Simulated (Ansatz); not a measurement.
# Relaxing BaTe in the CsCl type

First guess:

```yaml
crystal:
  lattice:
    - [3.92928, 0.00000, 0.00000]
    - [0.00000, 3.92928, 0.00000]
    - [0.00000, 0.00000, 3.92928]
  atoms:
    - { symbol: Ba, position: [0.00000, 0.00000, 0.00000] }
    - { symbol: Te, position: [0.50000, 0.50000, 0.50000] }
```

These are results of DFT, PBE, PAW with Ansatz's default frozen-core files, scalar-relativistic in Ansatz 0.2.0, not measurements.

Cell and atoms relax within the symmetry of the start on a 9×9×9 k mesh with 0.05 eV Fermi–Dirac smearing.

The start is built from a prototype, known or not as a phase of this compound; the cutoff is 420 eV.

Spin–orbit coupling is left out, though it moves levels of the heavy atoms by tenths of an eV or more.

(1) What is the pressure of the first guess?

(2) What does it relax to?

(3) How much energy does the relaxation release?

Answers

(1) 12.06 GPa.

(2) a = 4.242 Å, b = 4.242 Å, c = 4.242 Å, α = 90.00°, β = 90.00°, γ = 90.00° (conventional cell), 38.18 Å³ per atom:
```xyz
2
Lattice="4.2424 0.0000 0.0000 0.0000 4.2424 0.0000 0.0000 0.0000 4.2424" Properties=species:S:1:pos:R:3 pbc="T T T"
Ba    0.0000    0.0000    0.0000
Te    2.1212    2.1212    2.1212
```

(3) 242 meV/atom.
